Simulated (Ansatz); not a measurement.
**Hf (Im-3m)**

Method: Ansatz, DFT PBE, scalar-relativistic, plane waves, PAW.

Plane waves to 420 eV, a k mesh through Γ of 16×16×16 on the computed 1-atom cell and Gaussian smearing (0.10 eV); no spin polarisation.

The structure is relaxed at this level of theory with its symmetry kept. This bcc form isn't the element's structure at ambient conditions.

```
Hf
1.0
    -1.77231    1.77231    1.77231
     1.77231   -1.77231    1.77231
     1.77231    1.77231   -1.77231
Hf
1
Direct
  0.00000 0.00000 0.00000
```

- Space group: Im-3m (No. 229)
- Volume per atom: 22.27 Å³
- Formation energy from the elements' standard states (uncorrected): +0.177 eV/atom
- Kohn–Sham band gap: none (metal)
- Density of states at the Fermi level: 1.74 states/eV per cell
- Löwdin character within 0.5 eV of the Fermi level: Hf 5d 87 %, unprojected 6 %
- Bader charges (e): Hf (1 in the cell) 0.00

Spin-orbit coupling is left out, which matters for the bands of heavy elements.